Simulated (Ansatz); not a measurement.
# InSe: the cost of one run

Method: DFT PBE, scalar-relativistic, plane waves, PAW, in Ansatz 0.2.0.

The COD entry's cell or inner coordinates are ideal or old and differ from later refinements, so a difference from it is no clean test against experiment.

The runs add the D3(BJ) dispersion term to the functional named.

**1. Starting point**

It takes space group R3m (No. 160, trigonal). The conventional cell has a = 4.000 Å, b = 4.000 Å, c = 25.320 Å, α = 90.00°, β = 90.00°, γ = 120.00°. In (site symmetry 3m) is surrounded by 3 Se at 2.64 Å and 1 In at 2.82 Å. In (site symmetry 3m) is surrounded by 3 Se at 2.63 Å and 1 In at 2.82 Å. Se (site symmetry 3m) has 3 In at 2.64 Å as nearest neighbours. Around Se (site symmetry 3m) lie 3 In at 2.63 Å.

As a file:

```
In Se
1.0
     2.00000    1.15470    8.44000
    -2.00000    1.15470    8.44000
     0.00000   -2.30940    8.44000
In Se
2 2
Direct
  0.00000 0.00000 0.00000
  0.11140 0.11140 0.11140
  0.61650 0.61650 0.61650
  0.82810 0.82810 0.82810
```

**2. First run, at the start cell**

Contents of input.yaml:

```yaml
crystal:
  lattice:
    - [2.0, 1.1547005384, 8.44]
    - [-2.0, 1.1547005384, 8.44]
    - [0.0, -2.3094010768, 8.44]
  atoms:
    - { symbol: In, position: [0.0, 0.0, 0.0] }
    - { symbol: In, position: [0.1114, 0.1114, 0.1114] }
    - { symbol: Se, position: [0.6165, 0.6165, 0.6165] }
    - { symbol: Se, position: [0.8281, 0.8281, 0.8281] }
basis:
  ecutwfc: 420
  ecutrho_ratio: 4
kpoints:
  mp_grid: { grid: [6, 6, 6] }
hamiltonian:
  xc: pbe
  dispersion: d3bj
scf:
  occupations: { method: gaussian, width: 0.05 }
output:
  forces: true
  stress: true
  eigenvalues: true
relax:
  f_tol: 0.03
  max_steps: 60
  cell: { stress_tol: 0.3 }
```

On the command line:

```console
$ ansatz run input.yaml --threads 4 --pin off --max-ram 10240MiB --backend cpu --events-out ev --progress --plain --runs-dir out
```

Q: Estimate wall time and peak memory on 4 threads of Arm Neoverse V1, shared host.

About 15 s, with a peak of 0.47 GiB.
